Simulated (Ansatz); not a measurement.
## Sn under changes of volume

One of the cells (33.803 Å³/atom); the others are scaled copies at fixed shape and fractional positions:

```
CELL_PARAMETERS angstrom
0.00000 3.23334 3.23334
3.23334 0.00000 3.23334
3.23334 3.23334 0.00000
ATOMIC_POSITIONS crystal
Sn 0.75000 0.75000 0.75000
Sn 0.50000 0.50000 0.50000
```

This isn't the form of Sn at room conditions, which is tetragonal (white tin).

- Program: Ansatz 0.2.0
- Functional: r2SCAN
- Potentials or basis: Ansatz PAW
- Cutoff: 500 eV (not typed: the program's choice for these potentials)
- k mesh: 7 × 7 × 7
- Occupations: fermi-dirac, width 0.05 eV
- Spin: no spin polarisation

```csv
volume (Å³/atom),energy over the lowest point (meV/atom),pressure (GPa)
31.775,61.01,6.0
32.451,?,?
33.127,22.08,3.4
33.803,10.35,2.2
34.479,3.16,1.2
35.155,0.00,0.3
35.831,0.44,-0.5
```

Task: What does the run at 32.451 Å³/atom give?

Result: Energy over the lowest point 38.84 meV/atom; pressure 4.6 GPa.

Worked out: A Birch-Murnaghan fit of order 3 (a polynomial in V^(-2/3)) to the other rows has its minimum at 35.40 Å³/atom with B0 = V·E''(V) = 43 GPa and B' = 4.5. It gives 38.76 meV/atom at 32.451 Å³/atom, against the run's 38.84, and -dE/dV = 4.6 GPa, against 4.6.

Energies are extrapolated to zero smearing.

Caveats: the PAW data sets come from PBE, with cores solved anew for the run's functional, which leaves a small shift of forces and pressure.
